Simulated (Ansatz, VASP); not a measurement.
# GaSi31H (Ga-H pair in Si): VASP beside Ansatz

One calculation is typed for both programs; each brings its own data sets. How far apart do they land? The cell is taken from a series of runs on this material, whose earlier steps may have relaxed, scaled, displaced or heated it; both programs get it as it stands.

Method: plane waves, with VASP 6.6.1 beside it; single point at HSE06, in Ansatz 0.2.0.

In doubt: a hybrid run on one k-point, which bears on gaps, levels and energies.

## 1. Starting point

The cell holds 33 atoms: 31 Si, 1 Ga and 1 H. Its edges and angles: a = 9.474 Å, b = 9.474 Å, c = 9.474 Å, α = 109.5°, β = 109.5°, γ = 109.5°. It derives from Si (Si (Fd-3m)). Nearest the centre at fractional (0.441, 0.500, 0.500): H33 at 0.75 Å, Ga32 at 1.09 Å, Si22 at 2.15 Å, Si25 at 2.73 Å, Si31 at 2.73 Å, Si26 at 2.73 Å, Si8 at 3.50 Å, Si7 at 3.50 Å.

## 2. Ansatz: single point, HSE06

Ansatz runs on its default PAW (the set named soft_2) files.

With cell and atoms fixed, the geometry can't cause a difference; cores, projectors, grids and the points listed under the comparison can.

File input.yaml:

```yaml
crystal:
  lattice:
    - [-5.46978324, 5.46978324, 5.46978324]
    - [5.46978324, -5.46978324, 5.46978324]
    - [5.46978324, 5.46978324, -5.46978324]
  atoms:
    - { symbol: Si, position: [0.000498473, -0.000328758, 0.499692414] }
    - { symbol: Si, position: [-0.009708499, 0.244482717, 0.244246605] }
    - { symbol: Si, position: [0.000476974, 0.500025751, -0.000624639] }
    - { symbol: Si, position: [0.006818106, 0.755582569, 0.755337678] }
    - { symbol: Si, position: [0.249180871, -0.002074491, 0.249341865] }
    - { symbol: Si, position: [0.249081549, 0.249141328, -0.0021606] }
    - { symbol: Si, position: [0.245836832, 0.499838401, 0.755418593] }
    - { symbol: Si, position: [0.245774836, 0.755195076, 0.499814123] }
    - { symbol: Si, position: [0.500773785, 0.00031947, -1.3135e-05] }
    - { symbol: Si, position: [0.499779608, 0.248591964, 0.750343382] }
    - { symbol: Ga, position: [0.556466505, 0.50011125, 0.499630157] }
    - { symbol: Si, position: [0.499764454, 0.750668349, 0.248352475] }
    - { symbol: Si, position: [0.751193253, 0.001842952, 0.75136548] }
    - { symbol: Si, position: [0.751175439, 0.244120485, 0.499872671] }
    - { symbol: Si, position: [0.751194382, 0.499827195, 0.244368728] }
    - { symbol: Si, position: [0.751112974, 0.751124428, 0.001917929] }
    - { symbol: Si, position: [9.1595e-05, 0.000127606, 0.251216742] }
    - { symbol: Si, position: [0.000144717, 0.25159416, -6.4373e-05] }
    - { symbol: Si, position: [-0.003554504, 0.499938475, 0.750435745] }
    - { symbol: Si, position: [-0.003472498, 0.750799401, 0.499756692] }
    - { symbol: Si, position: [0.255247062, 0.003088333, 0.003195012] }
    - { symbol: Si, position: [0.248596563, 0.248429989, 0.748348573] }
    - { symbol: Si, position: [0.214878117, 0.499726388, 0.499916397] }
    - { symbol: Si, position: [0.248571995, 0.748330411, 0.248485193] }
    - { symbol: Si, position: [0.499908434, -0.000246379, 0.751001769] }
    - { symbol: Si, position: [0.501789508, 0.23780693, 0.499767434] }
    - { symbol: Si, position: [0.501610086, 0.499991392, 0.237272807] }
    - { symbol: Si, position: [0.499981479, 0.751422371, -0.00040358] }
    - { symbol: Si, position: [0.751998002, -0.003511539, 0.499958957] }
    - { symbol: Si, position: [0.74565999, 0.248995323, 0.249103772] }
    - { symbol: Si, position: [0.75196773, 0.499769173, -0.003314797] }
    - { symbol: Si, position: [0.764046718, 0.76213079, 0.762273922] }
    - { symbol: H, position: [0.362104698, 0.499541768, 0.499674595] }
basis:
  ecutwfc: 420
  xc_grid: 2
hamiltonian:
  xc: hse06
kpoints:
  mp_grid: { grid: [1, 1, 1] }
scf:
  occupations: { method: fermi_dirac, width: 0.01 }
  max_iter: 120
output:
  forces: true
checkpoint:
  read: "../relax.run"
```

Run with:

```sh
> ansatz run input.yaml --threads 2 --pin off --max-ram 4710MiB --backend cpu --events-out ev --progress --plain --runs-dir out
```

Numbers of over 12 decimals in the logs are rounded to 6 here.

The program printed:

```text
Warning: checkpoint.read: the run can stay near the saved state's solution: 2 site(s) moved relative to the saved geometry (max |Δs| = 9.425e-3 fractional); the SCF starts from the saved state under `checkpoint.density_extrapolation: transplant`, in force with no word given; its orbitals are not used off its sites. A run without `checkpoint.read` takes nothing of the state. A lower free energy from it at the same positions (and U, V and field ramp, if any) shows a solution that this start missed, and an equal or higher one rules none out (checkpoint.read, Limitations, in the input reference)
exact exchange: scf.exx.singularity resolves to wigner_seitz, which cuts the screened interaction at the faces of the exchange supercell's Wigner-Seitz cell, so that each pair interacts once, at the shortest of its separations (the periodic images that this leaves out come, for a point-like exchange hole, to about 0.019 eV on a filled level). The cut falls within the interaction's reach, and what an exchange supercel [...]
Engine: ansatz 0.2.0, aarch64-unknown-linux-gnu
Pseudopotentials: kind: paw
Pseudopotential: Si, paw, valence charge 4, recommended cutoff 420 eV (normal), Si.paw.azcp
Pseudopotential: Ga, paw, valence charge 13, recommended cutoff 420 eV (normal), Ga.paw.azcp
Pseudopotential: H, paw, valence charge 1, recommended cutoff 420 eV (normal), H.paw.azcp
Functional definition: HSE06
  parameter a = 0.25
  parameter omega = 0.11/bohr
  exchange = pbe_x - a*pbe_x_sr(omega) + a*exact_x_sr(omega)
  correlation = pbe_c
Crystal: 33 atoms, lattice volume = 654.591 Å³
Basis set: ecut = 420 eV, 12839 PW (Γ), exchange–correlation on 128×128×128 points (8 copies of the dense FFT grid, shifted against one another)
Bands: 102, of which v1, the nominal top of the filled ones, is band 69 counted from 1 (68 counted from 0)
Symmetry: 1 space group operations
Space group: P1 (ITA 1), of the structure as read, at distance tolerance 8.7e-5 Å
k-points: 1
Non-local potential: Si, projectors of the file, l = 0: 2, l = 1: 2, l = 2: 2
Non-local potential: Ga, projectors of the file, l = 0: 2, l = 1: 2, l = 2: 3, l = 3: 1
Non-local potential: H, projectors of the file, l = 0: 2, l = 1: 1
PAW form: soft (Blöchl's): semilocal exchange-correlation on the pseudo side does not see the compensation charge
PAW frozen core: Si, regenerated for the run's functional, and the local potential with it (the file was generated under x = pbe(κ = 0.804, μ = 0.219515), c = pbe(β = 0.066725))
PAW frozen core: Ga, regenerated for the run's functional, and the local potential with it (the file was generated under x = pbe(κ = 0.804, μ = 0.219515), c = pbe(β = 0.066725))
PAW one-centre angular grid: Si, 110 points (default); XC on 64 Gauss nodes
PAW one-centre angular grid: Ga, 590 points (default); XC on 64 Gauss nodes
PAW one-centre angular grid: H, 110 points (default); XC on 64 Gauss nodes
Initial density: read from a saved state, or passed on in memory by an earlier SCF of this step, an earlier step, the calling program or the single point that the run made first, carried with its atoms to this geometry
Initial wavefunctions: pseudopotential atomic-orbital guess
Functional: x = pbe(κ = 0.804, μ = 0.219515), c = pbe(β = 0.066725), warm-up for x = pbe(κ = 0.804, μ = 0.219515) + 0.25 (exact − pbe) at short range (hse, ω = 0.207870 Å⁻¹), c = pbe(β = 0.066725); HSE06 as pw.x's `hse` composes it (authors' and Libxc's form: `xc: wpbeh`)
iter 1 solved again at ethr=1.06e-4 eV; its pass at ethr=1.00e-1 eV (dr2=1.46e-1 eV) is discarded
SCF iter   1: F=—  HF=-23503.227469 eV  |F-HF|=—  |Δ(HF+E_count)|=         —  Δρ=5.79e-3  dr2=1.52e-1  ethr=1.06e-4  ⟨swp⟩=16.0  Hψ=893  notcnv=0  reapply=1
preconditioner: auto → none  [insulator: Δε(μ)=0.456 eV  Ē_g=8.561 eV  σ=0.010 eV  W_gap=1.00  n_scr=86 (ndim 8)  ℏωp=17.0 eV  f_vac=0.000  D(μ)=0.00/eV (n_scr^D=0)]
SCF iter   2: F=—  HF=-23503.184018 eV  |F-HF|=—  |Δ(HF+E_count)|=   4.35e-2  Δρ=2.04e-3  dr2=3.76e-2  ethr=1.06e-4  ⟨swp⟩=7.0  Hψ=293  notcnv=0
SCF iter   3: F=—  HF=-23503.175769 eV  |F-HF|=—  |Δ(HF+E_count)|=   8.25e-3  Δρ=1.35e-3  dr2=1.74e-2  ethr=2.72e-5  ⟨swp⟩=7.0  Hψ=320  notcnv=0
SCF iter   4: F=—  HF=-23503.173008 eV  |F-HF|=—  |Δ(HF+E_count)|=   2.76e-3  Δρ=6.82e-4  dr2=3.74e-3  ethr=1.26e-5  ⟨swp⟩=7.0  Hψ=299  notcnv=0
iter 5 solved again at ethr=1.12e-7 eV; its pass at ethr=2.71e-6 eV (dr2=1.55e-4 eV) is discarded
SCF iter   5: F=—  HF=-23503.172044 eV  |F-HF|=—  |Δ(HF+E_count)|=   9.64e-4  Δρ=1.77e-4  dr2=1.45e-4  ethr=1.12e-7  ⟨swp⟩=4.0  Hψ=434  notcnv=0
SCF iter   6: F=-23503.172024 eV  HF=-23503.172030 eV  |F-HF|=5.29e-6  |Δ(HF+E_count)|=   1.42e-5  Δρ=4.17e-5  dr2=1.18e-5  ethr=1.05e-7  ⟨swp⟩=3.0  Hψ=188  notcnv=0
SCF 1 stopped early in 6 iterations: F = -23503.172024 eV  dr2 = 1.18e-5
  greatest PAW one-centre occupation: 0.994 electrons in one spin orbital (limit 2), on the Ga atom at site 10 (counted from 0), in its partial waves of l = 2
Initial density: handed on by an earlier stage of this run
Initial wavefunctions: those handed on with the density
Functional: x = pbe(κ = 0.804, μ = 0.219515) + 0.25 (exact − pbe) at short range (hse, ω = 0.207870 Å⁻¹), c = pbe(β = 0.066725); HSE06 as pw.x's `hse` composes it (authors' and Libxc's form: `xc: wpbeh`)
[...]
SCF iter   4: F=—  HF=-23519.276858 eV  |F-HF|=—  |Δ(HF+E_count)|=   1.10e-3  Δρ=1.76e-4  dr2=8.82e-4  ethr=8.56e-8  ⟨swp⟩=5.0  Hψ=371  notcnv=0
SCF iter   5: F=—  HF=-23519.276676 eV  |F-HF|=—  |Δ(HF+E_count)|=   1.83e-4  Δρ=8.76e-5  dr2=2.86e-4  ethr=8.56e-8  ⟨swp⟩=4.0  Hψ=246  notcnv=0
SCF iter   6: F=—  HF=-23519.278432 eV  |F-HF|=—  |Δ(HF+E_count)|=   1.76e-3  Δρ=1.37e-4  dr2=1.98e-4  ethr=6.03e-8  ⟨swp⟩=4.0  Hψ=330  notcnv=0
SCF iter   7: F=-23519.278365 eV  HF=-23519.278375 eV  |F-HF|=9.61e-6  |Δ(HF+E_count)|=   5.65e-5  Δρ=4.07e-5  dr2=1.86e-5  ethr=6.03e-8  ⟨swp⟩=3.0  Hψ=202  notcnv=0
SCF 2 stopped early in 7 iterations: F = -23519.278365 eV  dr2 = 1.86e-5
  Residual-converged pass: ⟨swp⟩=5.0  Hψ=309  notcnv=0  max |occ|·‖R‖ = 6.1e-6 eV (tolerance 6.7e-6 eV)  dr2=1.81e-5  dr2_onsite=3.54e-7  max |Δocc| = 0.0e0
hybrid outer 1: dexx = +6.584e-2 eV, tail = 6.81e-5 eV
Exchange kernel: α = 0.2500, screened, ω = 0.2079 Å⁻¹, Wigner–Seitz truncation, v(0) = 842.9347 eV·Å³, q-mesh 1×1×1, nearest image of the exchange supercell L = 9.47 Å, pair-density grid 36×36×36, without the augmentation charges, whose exchange is taken in its separable form (sized by the pseudopotential files, 54×54×54 at the most)
Frozen-core exchange: fock
SCF iter   1: F=—  HF=-23519.277560 eV  |F-HF|=—  |Δ(HF+E_count)|=         —  Δρ=2.39e-5  dr2=6.14e-6  ethr=2.47e-7  ⟨swp⟩=7.0  Hψ=284  notcnv=0
preconditioner: auto → none  [insulator: Δε(μ)=1.103 eV  Ē_g=9.240 eV  σ=0.010 eV  W_gap=1.00  n_scr=86 (ndim 8)  ℏωp=16.4 eV  f_vac=0.000  D(μ)=0.00/eV (n_scr^D=0)]
SCF iter   2: F=—  HF=-23519.277558 eV  |F-HF|=—  |Δ(HF+E_count)|=   1.62e-6  Δρ=4.64e-6  dr2=4.81e-7  ethr=3.78e-9  ⟨swp⟩=3.0  Hψ=215  notcnv=0
SCF iter   3: F=—  HF=-23519.277560 eV  |F-HF|=—  |Δ(HF+E_count)|=   1.56e-6  Δρ=4.72e-6  dr2=3.35e-7  ethr=1.79e-10  ⟨swp⟩=7.0  Hψ=324  notcnv=0
SCF iter   4: F=—  HF=-23519.277560 eV  |F-HF|=—  |Δ(HF+E_count)|=   8.25e-8  Δρ=1.03e-6  dr2=2.47e-8  ethr=1.79e-10  ⟨swp⟩=3.0  Hψ=210  notcnv=0
SCF iter   5: F=-23519.277560 eV  HF=-23519.277560 eV  |F-HF|=1.18e-8  |Δ(HF+E_count)|=   6.30e-8  Δρ=1.01e-6  dr2=1.67e-8  ethr=1.07e-11  ⟨swp⟩=7.0  Hψ=324  notcnv=0
SCF 3 converged in 5 iterations: F = -23519.277560 eV  dr2 = 1.67e-8
  Residual-converged pass: ⟨swp⟩=3.0  Hψ=185  notcnv=0  max |occ|·‖R‖ = 1.7e-6 eV (tolerance 1.8e-6 eV)  dr2=1.67e-8  dr2_onsite=2.35e-10  max |Δocc| = 0.0e0
hybrid outer 2: dexx = +1.918e-6 eV, tail = 3.88e-8 eV, Δε = 3.31e-3 eV (about 1.24e-4 eV left of the loop's levels), ΔF = 3.53e-3 eV/Å (tail 4.20e-4)
WARN: the filled states extend beyond the cell (their overlap across the Brillouin zone is 0.360, against 0 in a metal and nearly 1 for localised states). With one k-point a hybrid's gap, moments and forces can then be wrong. Use a denser k-mesh, or a larger cell for a defect
hybrid SCF converged: 2 outer / 12 inner (+6 warm-up), last move |dexx| = 1.92e-6 eV, tail = 3.88e-8 eV
Stability not checked: this state was not tested for a lower state beside it, because the functional holds exact exchange (a hybrid, or Hartree-Fock), whose exchange loop this test does not read (fock_operator; see scf.lower_state_search)
Free energy (F): -23519.277560 eV
Frozen-core exchange: fock
Harris-Foulkes:  -23519.277560 eV  (|F-HF|=1.18e-8)
Internal energy: -23519.277560 eV  (E = F + TS)
E sigma→0 (E₀):  -23519.277560 eV
Fermi energy:    6.385469 eV
--- Per-component energies (eV) ---
  E_band       = -76.123301
  E_kinetic    = 1395.589208
  E_local      = -3620.452529  (includes V_loc(G=0)·N_el)
  E_nonlocal   = 1208.445268
  E_hartree    = 1546.210349
  E_xc         = -1458.682679
  E_vxc        = -1241.093715  (∫ρ·V_xc dr)
  E_exx        = -224.063582  (= α·E_x^exact, valence–valence)
  E_paw        = -18006.446017  (= ΣΔE_a)
  E_vpaw       = -462.902016  (= ΣTr[D̂ρ^β])
  E_aug_tail   = -0.001337  (compensation charges beyond the density's cutoff)
  E_ewald      = -4358.155880
  E_core_change = -1.720360  (= ΣΔE_core)
  E_smearing   = -0.000000  (= −TS)
  E_closure    = -0.000000  (closes the sum)
  Σ components = -23519.277560   (vs F -23519.277560, Δ=3.64e-12)
--- Forces (eV/Å), atoms counted from 1 ---
  atom   1  Si     0.00351023    -0.00095698    -0.00863273
  atom   2  Si     0.02156787    -0.01848321    -0.01853308
  atom   3  Si     0.00317808    -0.00649955    -0.00444329
  atom   4  Si    -0.04169702    -0.01129340    -0.01260907
  atom   5  Si    -0.00898727     0.00000213    -0.00742963
  atom   6  Si    -0.00796726    -0.00929471     0.00088834
  atom   7  Si     0.01883732    -0.01965261    -0.01766663
  atom   8  Si     0.01648982    -0.01767979    -0.02018517
  atom   9  Si     0.00698775    -0.00144846    -0.00419226
  atom  10  Si     0.00052802     0.00701325    -0.00832863
  atom  11  Ga     0.09029231    -0.08738050    -0.09139390
  atom  12  Si     0.00087371    -0.00786228     0.00618529
  atom  13  Si     0.00811711    -0.00137312     0.00754768
  atom  14  Si     0.01123695    -0.01252410     0.04407306
  atom  15  Si     0.01137712     0.04192365    -0.01011077
  atom  16  Si     0.00746341     0.00575813     0.00076525
  atom  17  Si     0.00464110     0.00075772    -0.00083618
  atom  18  Si     0.00405047     0.00209302    -0.00156832
  atom  19  Si     0.01372615     0.03755115    -0.01439474
  atom  20  Si     0.01353485    -0.01284786     0.03396801
  atom  21  Si     0.01329129     0.00040760     0.00215513
  atom  22  Si     0.00035231    -0.00687985     0.00221804
  atom  23  Si     0.96607623    -0.96486986    -0.96096096
  atom  24  Si     0.00085875     0.00154374    -0.00361512
  atom  25  Si    -0.00037144     0.00167687    -0.00425037
  atom  26  Si     0.03123564    -0.03034244    -0.02127570
  atom  27  Si     0.03035441    -0.01746567    -0.03141129
  atom  28  Si    -0.00181377    -0.00447269    -0.00058547
  atom  29  Si    -0.00184261     0.00031241    -0.01283906
  atom  30  Si    -0.03532826    -0.01510413    -0.01215129
  atom  31  Si    -0.00230716    -0.01406253     0.00252904
  atom  32  Si     0.01956689    -0.03407920    -0.02857449
  atom  33  H     -1.19789612     1.19558917     1.19572219
  max |Σ_I F_I| component: 6.39e-5 eV/Å
--- Band table (eV) ---
  k-point 0: bands = [... 65 lower, 4.7455, 5.6420, 5.8298, 5.8307, 6.9338]
  guard bands above this table: 32 of the run's 102 bands. The solve was not asked for them (output.publish_guard_bands: true or output.eigenvalues: true publishes all)
```

(Part 1 of 2 ends here.)

[Lines on the potential files, build, host, timing and source positions are cut from VASP's logs without a mark.]

[Logs are printed without paths, hosts, clocks, repeated set-up lines and the standing remarks that a program may print on its own settings, such as how far it seeks lower states.]

[Hosts, paths, dates, database ids (printed as entryN), source tags and the programs' standing remarks are cut or masked in the printed files.]
